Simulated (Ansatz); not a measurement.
The system is AlCo3.

```
Co Al
1.0
     3.57495    0.00000    0.00000
     0.00000    3.57495    0.00000
     0.00000    0.00000    3.57495
Co Al
3 1
Cartesian
  0.0000 1.7875 1.7875
  1.7875 0.0000 1.7875
  1.7875 1.7875 0.0000
  0.0000 0.0000 0.0000
```

The cell comes from a database or a generator and needn't be the stable form of this composition.

Base run:

```yaml
Program: Ansatz 0.2.0
Functional: PBEsol
Potentials_or_basis: Ansatz PAW
Cutoff: "420 eV (not typed: the program's choice for these potentials)"
k_mesh: 8 × 8 × 8
Occupations: fermi-dirac, width 0.05 eV
Spin: no spin polarisation
```

Its results: band gap on the k mesh none (metal or under the smearing width); pressure -13.8 GPa.

Question: The run is repeated on the same cell with these changes: spin from no spin polarisation to collinear spin, antiferromagnetic start. What comes out?

Answer: Band gap on the k mesh none (metal or under the smearing width); pressure -7.4 GPa; net moment 3.86 μB per cell; site moments Co +1.34; Al -0.06 μB.

Caveats: the PAW data sets come from PBE, with cores solved anew for the run's functional, which leaves a small shift of forces and pressure; the starting moments weren't kept (some runs).
